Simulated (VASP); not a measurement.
# Si (P6_3/mmc) in VASP: a series of runs

The runs below take Si through single point, with PBE.

Everything below comes from runs of VASP 6.6.1. Logs are shortened: lines on timing, memory, paths and dates and some standing lists are left out, and cuts for length are marked.

### Step 1. Starting point

Symmetry: P6_3/mmc, No. 194, hexagonal system. The conventional cell has a = 3.851 Å, b = 3.851 Å, c = 6.365 Å, α = 90.00°, β = 90.00°, γ = 120.00°. Si (site symmetry 3m) is surrounded by 4 Si at 2.36 to 2.38 Å.

This isn't the form of Si at room conditions, which is diamond.

### Step 2. Single point, PBE

INCAR

```
SYSTEM = Si
ALGO = Fast
EDIFF = 1E-6
ENCUT = 520
GGA = PE
ISIF = 2
ISMEAR = 0
LASPH = .True.
LCHARG = .False.
LREAL = .False.
LWAVE = .False.
NBANDS = 26
NELM = 100
PREC = Accurate
SIGMA = 0.1
```

KPOINTS

```
k-points
0
Gamma
  8 6 6
  0 0 0
```

POSCAR

```
Si
1.0
   -1.9256403133     -3.3353068599      0.0000000000
    0.0000000000      0.0000000000     -6.3650226919
    5.7769209401     -3.3353068598      0.0000000000
Si
8
Direct
    0.0000000000      0.9370690600      0.3333333333
    0.5000000000      0.9370690600      0.8333333333
    0.0000000000      0.4370690600      0.6666666667
    0.5000000000      0.4370690600      0.1666666667
    0.0000000000      0.5629309400      0.3333333333
    0.5000000000      0.5629309400      0.8333333333
    0.0000000000      0.0629309400      0.6666666667
    0.5000000000      0.0629309400      0.1666666667
```

Potentials or basis: VASP PAW PBE potentials, release 64 (Si).

Started as:

```
> cat potpaw_PBE.64/Si/POTCAR > POTCAR
> mpirun -np 1 vasp_std > vasp.out
```

OUTCAR:

```text
SYSTEM = Si
   EDIFF = 1E-6
   ENCUT = 520
   GGA = PE
   ISIF = 2
   ISMEAR = 0
   LASPH = .True.
   LREAL = .False.
   NELM = 100
   PREC = Accurate

 ion  position               nearest neighbor table
   1  0.000  0.937  0.333-   8 2.36   8 2.36   7 2.36   5 2.38
   2  0.500  0.937  0.833-   7 2.36   7 2.36   8 2.36   6 2.38
   3  0.000  0.437  0.667-   6 2.36   6 2.36   5 2.36   7 2.38
   4  0.500  0.437  0.167-   5 2.36   5 2.36   6 2.36   8 2.38
   5  0.000  0.563  0.333-   4 2.36   4 2.36   3 2.36   1 2.38
   6  0.500  0.563  0.833-   3 2.36   3 2.36   4 2.36   2 2.38
   7  0.000  0.063  0.667-   2 2.36   2 2.36   1 2.36   3 2.38
   8  0.500  0.063  0.167-   1 2.36   1 2.36   2 2.36   4 2.38

  LATTYP: Found a simple orthorhombic cell.
 ALAT       =     3.8512806267
 B/A-ratio  =     1.6527029081
 C/A-ratio  =     1.7320508076

  Lattice vectors:

 A1 = (  -1.9256403133,  -3.3353068599,   0.0000000000)
 A2 = (   0.0000000000,   0.0000000000,  -6.3650226919)
 A3 = (   5.7769209401,  -3.3353068598,   0.0000000000)

Analysis of symmetry for initial positions (statically):
=====================================================================
 Subroutine PRICEL returns following result:

  LATTYP: Found a hexagonal cell.
 ALAT       =     3.8512806267
 C/A-ratio  =     1.6527029081

  Lattice vectors:

 A1 = (   1.9256403134,  -3.3353068599,   0.0000000000)
 A2 = (  -3.8512806267,  -0.0000000001,   0.0000000000)
 A3 = (   0.0000000000,   0.0000000000,  -6.3650226919)

   2 primitive cells build up your supercell.

 Routine SETGRP: Setting up the symmetry group for a
 simple orthorhombic supercell.

 Subroutine GETGRP returns: Found  8 space group operations
 (whereof  4 operations were pure point group operations)
 out of a pool of  8 trial point group operations.

The static configuration has the point symmetry C_2h.
 The point group associated with its full space group is D_2h.

Analysis of symmetry for dynamics (positions and initial velocities):
=====================================================================
 Subroutine PRICEL returns following result:

  LATTYP: Found a hexagonal cell.
 ALAT       =     3.8512806267
 C/A-ratio  =     1.6527029081

  Lattice vectors:

 A1 = (   1.9256403134,  -3.3353068599,   0.0000000000)
 A2 = (  -3.8512806267,  -0.0000000001,   0.0000000000)
 A3 = (   0.0000000000,   0.0000000000,  -6.3650226919)

   2 primitive cells build up your supercell.

 Routine SETGRP: Setting up the symmetry group for a
 simple orthorhombic supercell.

 Subroutine GETGRP returns: Found  8 space group operations
 (whereof  4 operations were pure point group operations)
 out of a pool of  8 trial point group operations.

The dynamic configuration has the point symmetry C_2h.
 The point group associated with its full space group is D_2h.

 Subroutine INISYM returns: Found  8 space group operations
 (whereof  4 operations are pure point group operations),
 and found     2 'primitive' translations

----------------------------------------------------------------------------------------

                                     Primitive cell

  volume of cell :      81.7600

  direct lattice vectors                    reciprocal lattice vectors
     1.925640313 -3.335306860  0.000000000     0.000000000 -0.299822488  0.000000000
    -3.851280627 -0.000000000  0.000000000    -0.259653891 -0.149911244  0.000000000
     0.000000000  0.000000000 -6.365022692     0.000000000  0.000000000 -0.157108631

  length of vectors
     3.851280627  3.851280627  6.365022692     0.299822488  0.299822488  0.157108631

  position of ions in fractional coordinates (direct lattice)
     0.333333333  0.666666667  0.937069060
     0.666666667  0.333333333  0.437069060
     0.333333333  0.666666667  0.562930940
     0.666666667  0.333333333  0.062930940

  ion indices of the primitive-cell ions
   primitive index   ion index
                 1           1
                 2           3
                 3           5
                 4           7

----------------------------------------------------------------------------------------

 KPOINTS: k-points

Automatic generation of k-mesh.
 Grid dimensions read from file:
 generate k-points for:    8    6    6

 Generating k-lattice:

  Cartesian coordinates                     Fractional coordinates (reciprocal lattice)
    -0.016228368 -0.028108358  0.000000000     0.125000000  0.000000000  0.000000000
     0.000000000  0.000000000 -0.026184772     0.000000000  0.166666667  0.000000000
     0.021637824 -0.012492604  0.000000000    -0.000000000  0.000000000  0.166666667

  Length of vectors
     0.032456736  0.026184772  0.024985207

  Shift w.r.t. Gamma in fractional coordinates (k-lattice)
     0.000000000  0.000000000  0.000000000

 Subroutine IBZKPT returns following result:
 ===========================================

 Found     80 irreducible k-points:

 Following reciprocal coordinates:
            Coordinates               Weight
  0.000000  0.000000  0.000000      1.000000
  0.125000  0.000000  0.000000      2.000000
  0.250000  0.000000  0.000000      2.000000
  0.375000  0.000000 -0.000000      2.000000
  0.500000  0.000000  0.000000      1.000000
  0.000000  0.166667  0.000000      2.000000
[... 16 lines left out ...]
  0.250000  0.000000  0.166667      4.000000
  0.375000  0.000000  0.166667      4.000000
 [... further k-points ...]
   k-points           NKPTS =     80   k-points in BZ     NKDIM =     80   number of bands    NBANDS=     26
   number of dos      NEDOS =    301   number of ions     NIONS =      8
   total plane-waves  NPLWV =  72000
   dimension x,y,z NGX =    30 NGY =   48 NGZ =   50
   dimension x,y,z NGXF=    60 NGYF=   96 NGZF=  100
   ions per type =               8
   NGX,Y,Z   is equivalent  to a cutoff of  12.95, 12.54, 12.46 a.u.
   NGXF,Y,Z  is equivalent  to a cutoff of  25.90, 25.07, 24.92 a.u.
 SYSTEM =  Si
   PREC   = accura    normal or accurate (medium, high low for compatibility)
   ISTART =      0    job   : 0-new  1-cont  2-samecut
   ICHARG =      2    charge: 1-file 2-atom 10-const
   ISPIN  =      1    spin polarized calculation?
   LNONCOLLINEAR =      F non collinear calculations
   LSORBIT =      F    spin-orbit coupling
   LASPH  =      T    aspherical Exc in radial PAW
   ENCUT  =  520.0 eV  38.22 Ry    6.18 a.u.   7.16 11.83 12.40*2*pi/ulx,y,z
   NELM   =    100;   NELMIN=  2; NELMDL= -5     # of ELM steps
   EDIFF  = 0.1E-05   stopping-criterion for ELM
   LREAL  =      F    real-space projection
   EDIFFG = 0.1E-04   stopping-criterion for IOM
   NSW    =      0    number of steps for IOM
   IBRION =     -1    ionic relax: 0-MD 1-quasi-New 2-CG
   NFREE  =      0    steps in history (QN), initial steepest desc. (CG)
   ISIF   =      2    stress and relaxation
   ISYM   =      2    0-nonsym 1-usesym 2-fastsym
   POTIM  = 0.5000    time-step for ionic-motion
   TEBEG  =    0.0;   TEEND  =   0.0 temperature during run
   PSTRESS=    0.0 pullay stress
   NELECT =      32.0000    total number of electrons
   NUPDOWN=      -1.0000    fix difference up-down
   EMIN   =  10.00;   EMAX   =-10.00  energy-range for DOS
   EFERMI =   0.00;   METHOD = LEGACY
   ISMEAR =     0;   SIGMA  =   0.10  broadening in eV -4-tet -1-fermi 0-gaus
   EFERMI_NEDOS =   21; number of points for ismear=-14 and -15
   IALGO  =     68    algorithm
   IMIX   =      4    mixing-type and parameters
     AMIX     =   0.40;   BMIX     =  1.00
     AMIX_MAG =   1.60;   BMIX_MAG =  1.00
  volume/ion in A,a.u.               =      20.44       137.94
  Fermi-wavevector in a.u.,A,eV,Ry     =   0.950461  1.796112 12.291191  0.903377
  Thomas-Fermi vector in A             =   2.078840
   LORBIT       =      0    0 simple, 1 ext, 2 COOP (PROOUT), +10 PAW based schemes
   GGA     = PE    functional components
   LHFCALC =     F    Hartree Fock is set to
   AEXX    =    0.0000 exact exchange contribution
   IVDW    =     0    specifies the selected vdW correction
   LEPSILON=     F    determine dielectric tensor
   LRPA    =     F    only Hartree local field effects (RPA)
 non-spin polarized calculation
 RMM-DIIS sequential band-by-band and
 Gauss-broadening in eV      SIGMA  =   0.10
  energy-cutoff  :      520.00
  volume of cell :      163.52
 maximum number of plane-waves:      4428
 NGX is ok and might be reduce to    30
   NGX = 15   NGY = 23   NGZ = 25

 number of electron      31.9999999 magnetization

 Free energy of the ion-electron system (eV)
  ---------------------------------------------------
  ext. energy  EPLUGINS =         0.00000000
  ---------------------------------------------------
  free energy    TOTEN  =       -43.30772827 eV

  energy without entropy =      -43.30772250  energy(sigma->0) =      -43.30772539

 E-fermi :   6.0848     XC(G=0):  -9.3239

 val. band max:        5.8627958315   @ k =   0.0000   0.0000   0.0000
 cond. band min:       6.3153941519   @ k =   0.0000   0.0000   0.0000
 fundamental gap:      0.4525983204
 Fermi energy:         6.0848096998

 k-point     1 :       0.0000    0.0000    0.0000
  band No.  band energies     occupation
      1      -6.2121      2.00000
      2      -4.0630      2.00000
      3      -3.9679      2.00000
      4      -2.4968      2.00000
      5      -1.7191      2.00000
      6      -1.2632      2.00000
[... 18 lines left out ...]
     25       9.2169      0.00000
     26      10.0286      0.00000

 k-point     2 :       0.1250    0.0000    0.0000
  band No.  band energies     occupation
      1      -6.0776      2.00000
      2      -3.9252      2.00000
      3      -3.8304      2.00000
      4      -2.5243      2.00000
      5      -1.5726      2.00000
      6      -1.1963      2.00000
[... 18 lines left out ...]
     25      10.0010      0.00000
     26      10.0739      0.00000

 k-point     3 :       0.2500    0.0000    0.0000
  band No.  band energies     occupation
      1      -5.6802      2.00000
      2      -3.5179      2.00000
      3      -3.4228      2.00000
      4      -2.7393      2.00000
      5      -1.1348      2.00000
      6      -1.0841      2.00000
[... 18 lines left out ...]
     25      10.4012      0.00000
     26      10.7534      0.00000

 k-point     4 :       0.3750    0.0000   -0.0000
  band No.  band energies     occupation
      1      -5.0421      2.00000
      2      -3.3563      2.00000
      3      -2.8647      2.00000
      4      -2.7631      2.00000
      5      -1.2965      2.00000
      6      -0.9606      2.00000
[... 18 lines left out ...]
     25      10.9256      0.00000
     26      10.9524      0.00000

 k-point     5 :       0.5000    0.0000    0.0000
  band No.  band energies     occupation
      1      -4.2199      2.00000
      2      -4.2199      2.00000
      3      -2.0392      2.00000
      4      -2.0392      2.00000
      5      -1.8984      2.00000
      6      -1.8984      2.00000
[... 18 lines left out ...]
     25      10.6720      0.00000
     26      10.6720      0.00000

 k-point     6 :       0.0000    0.1667    0.0000
  band No.  band energies     occupation
      1      -6.1235      2.00000
      2      -4.2827      2.00000
      3      -3.9826      2.00000
      4      -2.5899      2.00000
      5      -1.7765      2.00000
      6      -0.7815      2.00000
[... 427 lines left out ...]
 k-point    21 :       0.0000    0.0000    0.1667
  band No.  band energies     occupation
      1      -6.1323      2.00000
      2      -4.4100      2.00000
      3      -3.8863      2.00000
      4      -2.0964      2.00000
      5      -2.0887      2.00000
      6      -1.2221      2.00000
[... 18 lines left out ...]
     25       9.5435      0.00000
     26       9.9029      0.00000

 k-point    22 :       0.1250    0.0000    0.1667
  band No.  band energies     occupation
      1      -5.9984      2.00000
      2      -4.2822      2.00000
      3      -3.7493      2.00000
      4      -2.1188      2.00000
      5      -1.9620      2.00000
      6      -1.1629      2.00000
[... 18 lines left out ...]
     25       9.9886      0.00000
     26      10.0310      0.00000

 k-point    23 :       0.2500    0.0000    0.1667
  band No.  band energies     occupation
      1      -5.6033      2.00000
      2      -3.9252      2.00000
      3      -3.3437      2.00000
      4      -2.3302      2.00000
      5      -1.5823      2.00000
      6      -1.0888      2.00000
[... 18 lines left out ...]
     25      10.5577      0.00000
     26      10.6448      0.00000

 k-point    24 :       0.3750    0.0000    0.1667
  band No.  band energies     occupation
      1      -4.9730      2.00000
      2      -3.6129      2.00000
      3      -2.6909      2.00000
      4      -2.6693      2.00000
      5      -1.3959      2.00000
      6      -1.2380      2.00000
[... 18 lines left out ...]
     25      10.8282      0.00000
     26      11.1707      0.00000

 [... further k-points ...]

------------------------ aborting loop because EDIFF is reached ----------------------------------------

  FORCE on cell =-STRESS in cart. coord.  units (eV):
  Direction    XX          YY          ZZ          XY          YZ          ZX
  --------------------------------------------------------------------------------------
  -------------------------------------------------------------------------------------
  Total       -0.0727132     -0.0512262     -0.0661732      0.0186082      0.0000000      0.0000000
  in kB       -0.7124471     -0.5019169     -0.6483681      0.1823245      0.0000000      0.0000000
  external PRESSURE =      -0.6209107 kB  Pullay stress =       0.0000000 kB

 VOLUME and BASIS-vectors are now :
 -----------------------------------------------------------------------------
  energy-cutoff  :      520.00
  volume of cell :      163.52
      direct lattice vectors                 reciprocal lattice vectors
    -1.925640313 -3.335306860  0.000000000    -0.129826945 -0.224866866  0.000000000
     0.000000000  0.000000000 -6.365022692     0.000000000  0.000000000 -0.157108631
     5.776920940 -3.335306860  0.000000000     0.129826945 -0.074955622  0.000000000

 POSITION                                       TOTAL-FORCE (eV/Angst)
 -----------------------------------------------------------------------------------
      1.92564     -1.11177     -5.96447        -0.000590      0.000341     -0.000139
      3.85128     -4.44708     -5.96447        -0.000590      0.000341     -0.000139
      3.85128     -2.22354     -2.78195         0.000590     -0.000341     -0.000139
      0.00000     -2.22354     -2.78195         0.000590     -0.000341     -0.000139
      1.92564     -1.11177     -3.58307        -0.000590      0.000341      0.000139
      3.85128     -4.44708     -3.58307        -0.000590      0.000341      0.000139
      3.85128     -2.22354     -0.40056         0.000590     -0.000341      0.000139
      0.00000     -2.22354     -0.40056         0.000590     -0.000341      0.000139
 -----------------------------------------------------------------------------------
    total drift:                                0.000000     -0.000000      0.000000

  FREE ENERGIE OF THE ION-ELECTRON SYSTEM (eV)
  ---------------------------------------------------
  free  energy   TOTEN  =       -43.3077282720 eV

  energy  without entropy=      -43.3077225000  energy(sigma->0) =      -43.30772539
```

Run time: 4.9 min. Hardware: 1 thread of Intel Xeon Platinum 8488C (Sapphire Rapids), shared host; peak memory 0.38 GiB.

Results:

```yaml
Free_energy: -43.3077 eV
Pressure: -0.1 GPa
Band_gap_on_the_k_mesh: 0.45 eV
```

(Part 1 of 2 ends here.)
